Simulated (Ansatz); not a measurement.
All numbers below come from DFT PBE, scalar-relativistic, plane waves, PAW (Ansatz 0.2.0). Settings: cutoff 420 eV, Γ-centred meshes spaced at most about 0.3 Å⁻¹ (2π included), Gaussian smearing. No spin polarisation in the final relaxations.

These are static total energies at zero pressure.

Compare these two cells of Ga₂O₃, each relaxed at this level.

A.

Space group P-6m2 (No. 187). a = 3.131 Å, b = 3.131 Å, c = 9.023 Å, α = 90.00°, β = 90.00°, γ = 120.00°
```json
{"atom": "Ga", "site": "2g", "symmetry": "3m.", "x": "0.0000", "y": "0.0000", "z": "0.8051"}
{"atom": "O", "site": "2h", "symmetry": "3m.", "x": "0.3333", "y": "0.6667", "z": "0.7325"}
{"atom": "O", "site": "1a", "symmetry": "-6m2", "x": "0.0000", "y": "0.0000", "z": "0.0000"}
```

B.

Space group R-3c:H (No. 167). a = 5.057 Å, b = 5.057 Å, c = 13.625 Å, α = 90.00°, β = 90.00°, γ = 120.00°
```json
{"atom": "Ga", "site": "12c", "symmetry": "3.", "x": "0.0000", "y": "0.0000", "z": "0.3558"}
{"atom": "O", "site": "18e", "symmetry": ".2", "x": "0.3032", "y": "0.0000", "z": "0.2500"}
```

Task: Which is lower in energy, and by how much?

Result: B is lower, by 178 meV/atom. A has space group P-6m2 (No. 187), 15.3 Å³/atom and a gap of 0.71 eV on its mesh; B has the corundum type, space group R-3c (No. 167), 10.1 Å³/atom and a gap of 2.40 eV. Counting O atoms around Ga (those within 1.25 times the shortest such distance or 1.15 times the sum of covalent radii; a plus sign parts nearer from farther groups), A has Ga 1+3 and B has Ga 6. In A, Ga has 1 O at 1.76 Å and 3 O at 1.92 Å; around O on a site of symmetry 3m lie 3 Ga at 1.92 Å; around O on a site of symmetry -6m2 lie 2 Ga at 1.76 Å. In B, Ga is surrounded by 3 O at 1.95 Å and 3 O at 2.10 Å; O has 2 Ga at 1.95 Å and 2 Ga at 2.10 Å. Origin: A was invented; B is a cell as deposited in COD, relaxed.

Weakly bound directions are ill-defined at this level, which has no dispersion term (P-6m2), and this can change margins and order among such cells. Kohn–Sham gaps at this level usually fall short of measured ones. A magnetic state wasn't ruled out in cells without spin, among them P-6m2. With atoms moved at random, R-3c came back. Other cells relaxed within their symmetry can be saddle points.
